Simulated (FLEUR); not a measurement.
Crystal: Sc.

```xyz
1
Lattice="3.2020 0.0000 0.0000 1.5021 2.8441 0.0000 1.5490 0.9264 2.6742" Properties=species:S:1:pos:R:3 pbc="T T T"
Sc    0.0000    0.0000    0.0000
```

This isn't the form of Sc at room conditions, which is hcp.

* Program: FLEUR MaX-R8.1 (later development tree)
* Task: single point
* Functional: PBE
* Potentials or basis: all-electron
* Basis: FLAPW
* Kmax: 4.1 1/bohr
* k mesh: 10 × 10 × 10
* Occupations: fermi-dirac, width 0.05 eV
* Spin: no spin polarisation
* Gmax: 12.7 1/bohr
* Muffin-tin radii: Sc 2.66 bohr
* lmax: Sc 11
* Local orbitals a species: Sc 5
* Max iterations: 60
* Mixing factor: 0.05
* Mixer: Anderson
* Mixer history: 15
* Density convergence: 1e-05 me/bohr^3

On this cell: band gap on the k mesh none (metal or under the smearing width).

The same run follows on a disturbed copy (cell strained at random at fixed volume):

```
Sc
1.0
     3.15963    0.00060   -0.02898
     1.48278    2.79319    0.06735
     1.50448    0.98616    2.77450
Sc
1
Direct
  0.01273 0.99757 0.98703
```

Task: What does the disturbed cell give?

Result: The energy (extrapolated to zero smearing) moves by +12.9 meV/atom; band gap on the k mesh none (metal or under the smearing width).
